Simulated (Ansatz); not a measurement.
# GdN: pressure against volume per atom

Periodic Kohn-Sham DFT of a crystal at fixed atoms; pressure and stress are positive in compression; the energy is the free energy less that of spherical unpolarised free atoms; site moments are those in the method's own spheres, positive along +z. The results are calculated, by Ansatz 0.2.0.

Cell of the first row (space group Fm-3m, No. 225):
```
CELL_PARAMETERS angstrom
0.00000 2.44890 2.44890
2.44890 0.00000 2.44890
2.44890 2.44890 0.00000
ATOMIC_POSITIONS crystal
Gd 0.00000 0.00000 0.00000
N 0.50000 0.50000 0.50000
```

Settings of every row: method frozen-core PAW; functional PBE; relativity scalar; k mesh 13x13x13; filling fermi-dirac; smearing width 0.05 eV; wave cutoff 420 eV; paw set soft_2.

Atom:
| element | start moment (bohr magneton) |
| --- | --- |
| Gd | 7 |
| N | 0 |

Limits: no spin-orbit coupling on heavy atoms; open f shell, the state may not be the lowest; with one magnetic atom in the cell only parallel moments are possible.

| row | volume per atom (Å³) | pressure (GPa) |
| --- | --- | --- |
| 1 | 14.686 | 8.558 |
| 2 | 15.147 | 3.291 |
| 3 | 15.616 | -1.309 |
| 4 | 16.084 | ? |
| 5 | 16.553 | -8.614 |

Cell moment is 7 bohr magneton in every row.

Question: what pressure should row 4 give?

Worked fit of pressure. Take u = (V_r/V)^(2/3) − 1 with V_r = 15.381 Å³ an atom, which is twice the finite (Eulerian) strain; such expansions in the strain, on which the Birch-Murnaghan equation of state is built, carry the rest volume and the bulk modulus. The shown rows have u = 0.03131, 0.01027, -0.01006, -0.04778. Least squares give pressure = 0.9089 + 226.461 × u + 568.55 × u² GPa; a straight line predicts inner rows, each left out in turn, worse (root mean square 0.56 against 0.0072 GPa). The rows lie off it by 0.001, -0.004, 0.003, -0.001. The withheld row has u = -0.02936, so the fit gives 0.9089 + 226.461 × (-0.02936) + 568.55 × (-0.02936)² = -5.250 GPa.

The calculation gave -5.248 GPa. The fit lies 0.002 GPa (0.012 % of the column's range) below it; its largest miss of a shown row is 0.004 GPa.
